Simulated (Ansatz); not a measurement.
# CuO (P1) in Ansatz: equation of state

Aim: energy against volume of CuO in PBE, for its equilibrium volume and stiffness.

Program: Ansatz 0.2.0. These are calculated values, not measurements. Logs are shortened: lines on timing, memory, paths and dates and some standing lists are left out, and cuts for length are marked.

**1. The structure**

The typed cell holds 4 atoms: a = 2.993 Å, b = 2.993 Å, c = 5.184 Å, α = 73.22°, β = 73.22°, γ = 60.00°.

The cell comes from a database or a generator and needn't be the stable form of this composition.

**2. Equation of state, PBE**

Potentials or basis: all-electron LAPW, scalar-relativistic.

No new run: the results of the series are fitted here.

Results:

```
Equilibrium volume                        : 9.78 Å³/atom
Bulk modulus at fixed shape and positions : 170 GPa
Pressure derivative of the bulk modulus   : 4.7
```

Energy against volume, from the lowest point:
| volume (Å³/atom) | energy (meV/atom) |
| --- | --- |
| 8.913 | 47.94 |
| 9.103 | 27.91 |
| 9.292 | 13.68 |
| 9.482 | 4.64 |
| 9.671 | 0.24 |
| 9.861 | 0.00 |
| 10.051 | 3.48 |

Caveat: the cell was scaled at fixed shape and fractional positions, which overstates the stiffness of a crystal with free parameters, most of all of layers and chains; the run has no spin polarisation, though such a crystal can be magnetic.
